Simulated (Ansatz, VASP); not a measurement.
# Si in VASP and in Ansatz

File POSCAR:

```
Si
1.0
    2.5321100000      0.0000000000      0.0000000000
    0.0000000000      2.5321100000      0.0000000000
    0.0000000000      0.0000000000      2.5321100000
Si
1
Direct
    0.5000000000      0.5000000000      0.5000000000
```

File INCAR.step1:

```
PREC = Accurate
ENCUT = 520
EDIFF = 1E-5
ISMEAR = -1
SIGMA = 0.05
LREAL = F
LASPH = T
NELM = 100
ALGO = Normal
ISIF = 2
LWAVE = T
LCHARG = F
GGA = PE
NBANDS = 8
```

Contents of INCAR.step2:

```
PREC = Accurate
ENCUT = 520
EDIFF = 1E-7
ISMEAR = -1
SIGMA = 0.05
LREAL = F
LASPH = T
NELM = 100
ALGO = Normal
ISIF = 2
LWAVE = F
LCHARG = F
GGA = PE
LHFCALC = T
AEXX = 0.25
HFSCREEN = 0.1
PRECFOCK = Normal
ISTART = 1
NBANDS = 8
```

KPOINTS

```
Automatic mesh
0
Gamma
  5 5 5
```

File input:

```
crystal:
  lattice:
    - [2.53211, 0.0, 0.0]
    - [0.0, 2.53211, 0.0]
    - [0.0, 0.0, 2.53211]
  atoms:
    - { symbol: Si, position: [0.5, 0.5, 0.5] }
hamiltonian:
  xc: { exchange: pbe, correlation: pbe, exx: { coeff: 0.25, omega: 0.1 } }
  pseudopotentials: { kind: paw }
kpoints:
  mp_grid: { grid: [5, 5, 5] }
scf:
  occupations: { method: fermi_dirac, width: 0.05 }
output:
  forces: true
  stress: true
  eigenvalues: true
```

The cell was built by a generator and needn't be a form met in nature.

Alike in both runs: task single point; functional PBE-based screened hybrid; k mesh 5 × 5 × 5; occupations fermi-dirac, width 0.05 eV; no spin polarisation.

|  | VASP | Ansatz |
| --- | --- | --- |
| version | VASP 6.6.1 | Ansatz 0.2.0 |
| potentials or method | VASP PAW PBE potentials, release 64 (Si) | Ansatz PAW |
| plane-wave cutoff (eV) | 520 | 420 |
| valence electrons in the cell | 4 | 4 |

|  | VASP | Ansatz | Ansatz less VASP |
| --- | --- | --- | --- |
| gap on the k mesh at the Fermi level (eV) | none | none | - |
| pressure (GPa) | 0.8 | 1.3 | +0.53 |

A gap of «none» marks a metal or a gap that the smearing closes.

Caveats: the k mesh is coarse (spacing up to 0.50 Å⁻¹), so the values aren't converged (VASP); the PAW data sets were made with another functional, which shifts forces and pressure a little (VASP); the k mesh is coarse (spacing up to 0.50 Å⁻¹), so the values aren't converged, least of all with exact exchange (Ansatz); the PAW data sets come from PBE, with cores solved anew for the run's functional, which leaves a small shift of forces and pressure (Ansatz); the thresholds are loose for stress (Ansatz).
